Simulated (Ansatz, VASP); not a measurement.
**Two plane-wave programs on Au**

File INCAR:

```
SYSTEM = Au
  PREC = Accurate
  ENCUT = 600
  EDIFF = 1E-7
  ISMEAR = -1
  SIGMA = 0.05
  LREAL = .FALSE.
  LASPH = .TRUE.
  NELM = 60
  ALGO = Normal
  ISIF = 3
  LWAVE = .FALSE.
  LCHARG = .FALSE.
  GGA = PE
  IVDW = 12
  IBRION = 2
  NSW = 60
  EDIFFG = -0.01
```

The input KPOINTS:

```
Automatic mesh
0
G
  11 11 11
  0 0 0
```

POSCAR

```
Au
1.0
    0.0000000000      2.0350000000      2.0350000000
    2.0350000000      0.0000000000      2.0350000000
    2.0350000000      2.0350000000      0.0000000000
Au
1
Direct
    0.0000000000      0.0000000000      0.0000000000
```

input.yaml

```yaml
crystal:
  lattice:
    - [0.0, 2.035, 2.035]
    - [2.035, 0.0, 2.035]
    - [2.035, 2.035, 0.0]
  atoms:
    - { symbol: Au, position: [0.0, 0.0, 0.0] }
hamiltonian:
  xc: pbe
  pseudopotentials: { kind: paw }
  dispersion: d3bj
kpoints:
  mp_grid: { grid: [11, 11, 11] }
scf:
  occupations: { method: fermi_dirac, width: 0.05 }
output:
  forces: true
  stress: true
relax:
  f_tol: 0.01
  max_steps: 40
  cell: { stress_tol: 0.05 }
```

Alike in both runs: task relaxation of cell and atoms; functional PBE; dispersion D3(BJ); k mesh 11 × 11 × 11; occupations fermi-dirac, width 0.05 eV; no spin polarisation.

```csv
,VASP,Ansatz
version,VASP 6.6.1,Ansatz 0.2.0
potentials or method,"VASP PAW PBE potentials, release 64 (Au)",Ansatz PAW
plane-wave cutoff (eV),600,420
valence electrons in the cell,11,19
```

|  | VASP | Ansatz | Ansatz less VASP |
| --- | --- | --- | --- |
| relaxed volume (Å³/atom) | 17.24 | 17.26 | +0.020 |
| relaxed cell length with the largest relative difference (Å) | 2.900 | 2.901 | +0.0011 |
| energy change over the relaxation (meV/atom) | -5 | -5 | -0.6 |

The two sets of potentials don't hold the same shells in valence.

Caveats: pairwise dispersion overbinds metals, which lowers pressure and volume (VASP); the plane-wave basis is chosen anew once the cell has moved, so the energies of steps on either side of that aren't comparable (Ansatz). Zero-point motion and thermal expansion aren't in these numbers. Spin-orbit coupling is left out, which matters for the levels of Au.
